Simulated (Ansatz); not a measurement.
## CuI: strain energy, fitted

CuI, P4/nmm, a = 4.002 Å, c = 6.481 Å. This isn't the usual stable structure of the compound. Ansatz: PBEsol, PAW, 420 eV, Γ-centred 8×8×4 mesh on 4 atoms, Gaussian smearing 0.02 eV; no spin polarisation. Series: equal strain along all axes, cell held, atoms relaxed; x is the strain in per cent. y is the free energy over the unstrained cell, V0 = 25.948 Å³/atom.

| x (%) | y (meV/atom) |
| --- | --- |
| -6.0 | ? |
| -4.0 | 26.76 |
| -2.0 | 5.95 |
| 0.0 | 0.00 |
| 2.0 | 4.15 |
| 4.0 | 15.19 |
| 6.0 | 31.08 |

Question: Fit y = c2 x² + c3 x³ to the other rows, turn c2 into a modulus, and predict the missing energy.

Answer: Least squares on the rows shown. y = 1.3345 x² − 0.080373 x³. In eV per unit strain² c2 is 13.35; the stiffness is B for this strain (E = 9/2 B V0 ε², shape held): 2 × 13.35 × 160.2 / (9 × 25.948) = 18.3 GPa. The unstrained cell keeps some stress along the strain, worth a slope of -0.08 meV/atom per %, which the form leaves out. With a term in x⁴ added, the coefficient of x² becomes 1.236, 7 % less, which shows how far this figure hangs on the form. At x = -6.0 the fit asked for gives 65.40 meV/atom. The run gave 69.12 meV/atom, so the fit is 3.72 meV/atom too low, 5.4 % of the span of the series, against an rms of 0.56 meV/atom on the fitted rows. The row lies outside the fitted range. With a term in x⁴ added, a fit to the same known rows predicts 70.22 meV/atom, so most of the miss is curvature that the known rows already hold.